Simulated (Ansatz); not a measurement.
# Response properties of AgBr (Fm-3m)

Conventional cell: a = 5.675 Å, b = 5.675 Å, c = 5.675 Å, α = 90.00°, β = 90.00°, γ = 90.00°. Ag (atom 1) is surrounded by 6 Br at 2.84 Å. Br (atom 2) is surrounded by 6 Ag at 2.84 Å.

Ansatz runs use the cell relaxed by PAW under their functional.

(1) What are its gap and electron mass? (PBEsol, all-electron LAPW in Ansatz 0.2.0, scalar-relativistic; a = 5.675 Å; k mesh 6×6×6, fixed occupations, basis error target 1 meV/atom)

(2) How stiff is it? (PBEsol, all-electron LAPW in Ansatz 0.2.0, scalar-relativistic; a = 5.675 Å; k mesh 6×6×6, strains of ±0.003, fixed occupations, basis error target 1 meV/atom)

(3) How does it vibrate? (PBEsol, all-electron LAPW in Ansatz 0.2.0, scalar-relativistic; a = 5.675 Å; k mesh 8×8×8, fixed occupations, basis error target 1 meV/atom; q mesh 2×2×2)

(4) How does it screen a field? (PBEsol, PAW on Ansatz 0.2.0's default frozen-core files (fitted under PBE), scalar-relativistic; a = 5.675 Å; k mesh 8×8×8, fixed occupations, cutoff 420 eV)

(5) How much do local fields and the kernel change ε∞?

Answers

(1) Kohn-Sham band edges (the gap between refined extrema, the direct gap on the fine mesh): gap = 0.50 eV, least direct gap = 2.57 eV, electron conductivity mass = 0.181 mₑ, ε∞ without local fields (PAW) = 6.86.

(2) Elastic moduli (Hill averages, relaxed ions; θ_D from sound speeds over directions): B = 52.3 GPa, G = 10.6 GPa, C11 = 77.8 GPa, C44 = 7.0 GPa, ν = 0.405, θ_D = 145 K.

(3) Harmonic phonons by finite displacements (no LO-TO term; negative means unstable): highest mode = 134 cm⁻¹, lowest at L = 36.1 cm⁻¹, lowest at X = 29.7 cm⁻¹, highest at Γ = 86.6 cm⁻¹.

(4) Dielectric response and Born charges by linear response (direction means): ε∞ = 6.54, largest |Z*| = 1.51 e, ε₀ = 13.7.

(5) From 6.86 (independent particles) to 6.54 (linear response), -5 %. The two sums use different k meshes, so a part of a few per cent can be the mesh's.

Known limits: no spin-orbit coupling on heavy atoms (band edges); semilocal gaps are low, and light masses and ε∞ follow the gap (band edges); frozen-core PAW files fitted under PBE, their cores solved anew for the functional of the run (field response); zone-boundary modes aren't tested (field response); semilocal gaps are low, so ε∞ comes out large.
